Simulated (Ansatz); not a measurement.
# GaSb: the crystal squeezed far

An exercise on one series of results from a longer session: the logs are not shown, and one member is left open.

Method: DFT PBEsol, with the methods named in each step, in Ansatz 0.2.0.

## Starting point

It takes space group Fm-3m (No. 225, cubic). The conventional cell has a = 5.443 Å, b = 5.443 Å, c = 5.443 Å, α = 90.00°, β = 90.00°, γ = 90.00°. Ga (site symmetry m-3m) is surrounded by 6 Sb at 2.72 Å. Sb (site symmetry m-3m) has 6 Ga at 2.72 Å as nearest neighbours.

Structure file:

```
CELL_PARAMETERS angstrom
0.00000 2.72161 2.72161
2.72161 0.00000 2.72161
2.72161 2.72161 0.00000
ATOMIC_POSITIONS crystal
Ga 0.00000 0.00000 0.00000
Sb 0.50000 0.50000 0.50000
```

Whether this phase is the stable one at these pressures isn't tested.

Atoms are numbered in the order of the input: Ga1, Sb2.

Set-up of the first run:

Input file input.yaml:

```yaml
crystal:
  lattice:
    - [0.0, 2.7216090333, 2.7216090333]
    - [2.7216090333, 0.0, 2.7216090333]
    - [2.7216090333, 2.7216090333, 0.0]
  atoms:
    - { symbol: Ga, position: [0.0, 0.0, 0.0] }
    - { symbol: Sb, position: [0.5, 0.5, 0.5] }
kpoints:
  mp_grid: { grid: [13, 13, 13] }
scf:
  occupations: { method: fermi_dirac, width: 0.08 }
hamiltonian:
  xc: pbesol
  pseudopotentials: { kind: paw }
output:
  forces: true
  stress: true
relax:
  f_tol: 0.005
  max_steps: 40
  cell: {}
```

Run with:

```
$ ansatz run input.yaml --threads 1 --pin off --max-ram 2048MiB --backend cpu --events-out ev --progress --plain --runs-dir out
```

Among the steps run: Cell relaxed at zero pressure, PAW; Volume scaled by 1, PAW; Volume scaled by 0.94, PAW; Volume scaled by 0.88, PAW; Volume scaled by 0.8, PAW; Volume scaled by 0.72, PAW; Volume scaled by 0.64, PAW; Volume scaled by 0.55, PAW; Volume scaled by 0.55, PAW (source ansatz).

One of the session's tables, all rows but one given; the rest of the session is left out.

| method | volume over the first | volume (Å³/atom) | pressure (GPa) |
| --- | --- | --- | --- |
| PAW | 1 | 23.110 | 0.00 |
| PAW | 0.94 | 21.723 | 4.65 |
| PAW | 0.88 | 20.336 | 11.27 |
| PAW | 0.8 | 18.488 | 24.70 |
| PAW | 0.72 | ? | ? |
| PAW | 0.64 | 14.790 | 83.04 |
| PAW | 0.55 | 12.710 | 157.22 |
| PAW (source ansatz) | 0.55 | 12.710 | 157.35 |

**Question.** Estimate the row for PAW, 0.72.

**Answer.** volume (Å³/atom): 16.639; pressure (GPa): 46.55. In the column «volume (Å³/atom)» it lies between PAW, 0.64 (14.790) and PAW, 0.8 (18.488).
